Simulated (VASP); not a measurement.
SiC: energy of the functional and total energy with exact exchange against volume scale

Results calculated with VASP 6.6.1, not measured. RPA total energy (exact exchange plus RPA correlation) on Kohn-Sham orbitals over scaled volumes of the cell given; energies count from the value at scale 1 or the largest scale; program VASP.

The cell before it is scaled or strained (space group F-43m, No. 216):
```
SiC
1.0
      0.0000     2.1790     2.1790
      2.1790     0.0000     2.1790
      2.1790     2.1790     0.0000
Si C
1 1
Direct
  0.00000 0.00000 0.00000
  0.25000 0.25000 0.25000
```

Settings of every row: orbitals functional PBE; datasets GW family; wave cutoff 414 eV; k mesh 4x4x4; response cutoff 276 eV; long wavelength term neglected; exchange cutoff 621 eV; frequency points 12; coulomb kernel bare; route quartic.

Potential name: Si_GW, C_GW

Limits: coarse mesh, values belong to these settings and can lie far from the converged crystal; the count of empty bands follows the volume.

| row | volume scale | V (Å³/atom) | energy of the functional (eV, a cell) | total energy with exact exchange (eV, a cell) | RPA energy (eV, a cell) |
| --- | --- | --- | --- | --- | --- |
| 1 | 0.92 | 9.518 | ? | ? | ? |
| 2 | 0.96 | 9.932 | 0.04475 | 0.02231 | 0.03301 |
| 3 | 1 | 10.346 | 0 | 0 | 0 |
| 4 | 1.04 | 10.76 | 0.00235 | 0.0293 | 0.0159 |
| 5 | 1.08 | 11.174 | 0.04359 | 0.10158 | 0.07038 |

Question: what energy of the functional and total energy with exact exchange should row 1 give?

Worked fit of energy of the functional. Take u = (V_r/V)^(2/3) − 1 with V_r = 10.553 Å³ an atom, which is twice the finite (Eulerian) strain; such expansions in the strain, on which the Birch-Murnaghan equation of state is built, carry the rest volume and the bulk modulus. The shown rows have u = 0.04126, 0.01329, -0.01287, -0.0374. Least squares give energy of the functional = −0.004158 − 0.10576 × u + 31.2985 × u² eV; a straight line predicts inner rows, each left out in turn, worse (root mean square 0.031 against 8.1e-05 eV). The rows lie off it by -0.00001, 0.00004, -0.00004, 0.00001. The withheld row has u = 0.07124, so the fit gives −0.004158 − 0.10576 × (0.07124) + 31.2985 × (0.07124)² = 0.14715 eV.

The calculation gave 0.14684 eV. The fit lies 0.00031 eV (0.21 % of the column's range) above it; its largest miss of a shown row is 0.00004 eV. This row lies beyond the range of the fit.

Worked fit of total energy with exact exchange. Take u = (V_r/V)^(2/3) − 1 with V_r = 10.553 Å³ an atom, which is twice the finite (Eulerian) strain; such expansions in the strain, on which the Birch-Murnaghan equation of state is built, carry the rest volume and the bulk modulus. The shown rows have u = 0.04126, 0.01329, -0.01287, -0.0374. Least squares give total energy with exact exchange = 0.008784 − 1.14453 × u + 35.7068 × u² eV; a straight line predicts inner rows, each left out in turn, worse (root mean square 0.035 against 0.00028 eV). The rows lie off it by -0.00004, 0.00012, -0.00013, 0.00005 (root mean square 9.4e-05 eV). The withheld row has u = 0.07124, so the fit gives 0.008784 − 1.14453 × (0.07124) + 35.7068 × (0.07124)² = 0.10846 eV.

The calculation gave 0.10688 eV. The fit lies 0.00158 eV (1.5 % of the value, 1.5 % of the column's range) above it; its largest miss of a shown row is 0.00013 eV. This row lies beyond the range of the fit.

The other values of row 1: RPA energy 0.12368 eV.
